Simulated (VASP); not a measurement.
**BaS in VASP: how settings move the PBE single point**

Aim: see what changed inputs do to the PBE single point of BaS built on the rocksalt prototype, under -5.8 % strain along z alone.

The runs shown are made with VASP 6.6.1. PAW datasets, plane waves. The values are computed, spin-unpolarised, and not measurements.

## 1. The system as given

The cell comes from an earlier relaxation with r2SCAN in another program, then strained, with the atoms relaxed again.

Space group I4/mmm (No. 139), tetragonal; a = 4.542 Å, c = 6.050 Å in the conventional setting, 31.20 Å³ an atom. Around Ba lie 6 S at 3.02–3.21 Å; around S lie 6 Ba at 3.02–3.21 Å.

Coordinates:

```xyz
2
Lattice="0.0000 3.2118 3.0249 3.2118 0.0000 3.0249 3.2118 3.2118 0.0000" Properties=species:S:1:pos:R:3 pbc="T T T"
Ba    0.0000    0.0000    0.0000
S     3.2118    3.2118    3.0249
```

## 2. The reference run

Input file INCAR:

```
ENCUT = 520.000000
SIGMA = 0.020000
EDIFF = 1.00e-07
GGA = PE
PREC = Accurate
IBRION = -1
ISIF = 2
ISMEAR = -1
NBANDS = 15
NELM = 120
NSW = 0
LASPH = .TRUE.
LCHARG = .FALSE.
LWAVE = .FALSE.
LREAL = .FALSE.
```

Input file KPOINTS:

```
KPOINTS created by Atomic Simulation Environment
0
Gamma
8 8 8
0 0 0
```

Input file POSCAR:

```
Ba S
 1.0000000000000000
     0.0000000000000000    3.2117958738999999    3.0248693540999998
     3.2117958738999999    0.0000000000000000    3.0248693540999998
     3.2117958738999999    3.2117958738999999    0.0000000000000000
 Ba  S
   1   1
Cartesian
  0.0000000000000000  0.0000000000000000  0.0000000000000000
  3.2117958738999999  3.2117958738999999  3.0248693540999998
```

A file KPOINTS_OPT adds named points for the levels; it doesn't enter the self-consistent loop.

Potentials: the recommended PBE PAW datasets, 16 valence electrons.

Started as:

```
> mpirun -np 1 vasp_std
```

## 3. Variant 1

INCAR: that of step 2 with these lines changed.

```diff
@@ -9,3 +9,2 @@
 NBANDS = 15
-NELM = 120
 NSW = 0
@@ -15 +14,2 @@
 LREAL = .FALSE.
+NELM = 78
```

Input file KPOINTS:

```
KPOINTS created by Atomic Simulation Environment
0
Gamma
5 5 5
0 0 0
```

POSCAR is that of step 2.

## 4. Variant 2

INCAR is that of step 2.

Input file KPOINTS:

```
KPOINTS created by Atomic Simulation Environment
0
Monkhorst-Pack
3 3 3
0 0 0
```

POSCAR is that of step 2.

## 5. Variant 3

Input file INCAR:

```
ENCUT = 520.000000
SIGMA = 0.020000
GGA = PE
PREC = Accurate
IBRION = -1
ISIF = 2
ISMEAR = -1
NBANDS = 15
NSW = 0
LASPH = .TRUE.
LCHARG = .FALSE.
LWAVE = .FALSE.
LREAL = .FALSE.
EDIFF = 1e-06
ISYM = 0
NELM = 79
```

Input file KPOINTS:

```
KPOINTS created by Atomic Simulation Environment
0
Gamma
4 4 4
0 0 0
```

POSCAR is that of step 2.

What does the calculation give? Wanted: for each run, changed; ending; energy change; pressure; electronic steps; usable.

As calculated:

| run | changed | ending | energy change (meV/atom) | pressure (GPa) | gap on the mesh (eV; negative: overlap) | electronic steps | time | usable |
| --- | --- | --- | --- | --- | --- | --- | --- | --- |
| ref. | – | converged | 0 | 4.2 | 1.81 | 13 | 68 s | yes |
| 1 | NELM = 78, mesh 5×5×5 | converged | 0.6 | 4.2 | 1.94 | 13 | 25 s | no |
| 2 | mesh 3×3×3, shifted mesh | converged | 18.8 | 4.5 | 2.15 | 13 | 12 s | no |
| 3 | EDIFF = 1e-06, ISYM = 0, NELM = 79, mesh 4×4×4 | converged | 3.0 | 4.3 | 1.80 | 13 | 36 s | no |

Of 3 altered inputs, 3 ended normally on a faulty or unsound input.
